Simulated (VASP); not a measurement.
Sr: relaxation of cell and atoms with PBE+TS

Sr:

```
Sr
1.0
    -3.70636    3.70636    2.02088
     3.70636   -3.70636    2.02088
     3.70636    3.70636   -2.02088
Sr
2
Direct
  0.00000 0.00000 0.00000
  0.75000 0.25000 0.50000
```

This isn't the form of Sr at room conditions, which is fcc.

```
Program                : VASP 6.6.1
Task                   : relaxation of cell and atoms
Functional             : PBE
Dispersion             : TS
Potentials or basis    : VASP PAW PBE potentials, release 64 (Sr_sv)
Cutoff                 : 600 eV
k mesh                 : 8 × 8 × 8
Occupations            : fermi-dirac, width 0.05 eV
Spin                   : no spin polarisation
Further INCAR settings : ALGO = Normal; EDIFF = 1e-06; IBRION = 2; EDIFFG = -0.005; NSW = 60; ISIF = 3
```

The relaxed volume is 41.39 Å³/atom. The relaxed cell is a = 5.063 Å, b = 5.063 Å, c = 5.063 Å, α = 97.83°, β = 97.83°, γ = 136.67°, the space group after relaxing (to 0.05 Å) is I4_1/amd (No. 141) and the energy gained by relaxing is 116.0 meV/atom. The ionic steps are 10, the pressure after relaxing is 0.0 GPa and the band gap on the k mesh is none (metal or under the smearing width). The dispersion energy per atom is -1.147 eV.

Step by step:
```csv
step,energy change (eV),largest force (eV/Å),pressure (GPa),volume (Å³)
1,0.0000,0.0000,-2.24,111.04
2,-0.1437,0.0000,-1.65,99.00
3,-0.2099,0.0000,1.10,77.96
4,-0.2306,0.0000,-0.32,85.18
5,-0.2316,0.0000,-0.07,83.58
6,-0.2314,0.0000,0.01,83.08
7,-0.2319,0.0000,0.01,82.91
8,-0.2320,0.0000,0.01,82.83
9,-0.2320,0.0000,0.00,82.67
10,-0.2321,0.0000,0.01,82.78
```

Final structure:
```
Sr
1.0
    -3.32720    3.32720    1.86932
     3.32720   -3.32720    1.86932
     3.32720    3.32720   -1.86932
Sr
2
Direct
  0.00000 0.00000 0.00000
  0.75000 0.25000 0.50000
```

Levels at points of the mesh, in eV from the Fermi level:
```
           k point  band 6  band 7  band 8  band 9  band 10  band 11  band 12  band 13  band 14
(0.00, 0.00, 0.00)  -17.95  -17.86  -17.86   -3.70    -0.77     0.93     1.23     2.05     3.74
(0.50, 0.00, 0.00)  -18.10  -18.04  -17.83   -0.84    -0.31     0.18     1.58     1.59     2.48
(0.50, 0.50, 0.00)  -18.19  -17.90  -17.90   -1.68    -1.68     1.21     1.21     2.19     2.19
(0.50, 0.50, 0.50)  -17.96  -17.78  -17.78   -0.93    -0.93     0.53     0.53     2.01     2.01
```

It took 6.1 min on 1 thread of Intel(R) Xeon(R) 6975P-C (Granite Rapids), with other jobs on the host, peak memory 0.42 GiB.

Caveat: atom-pairwise D2, TS and ULG terms overbind metals; the volume moved by over 15 % at a fixed basis, so the end points are rough; pairwise dispersion overbinds metals, which lowers pressure and volume.
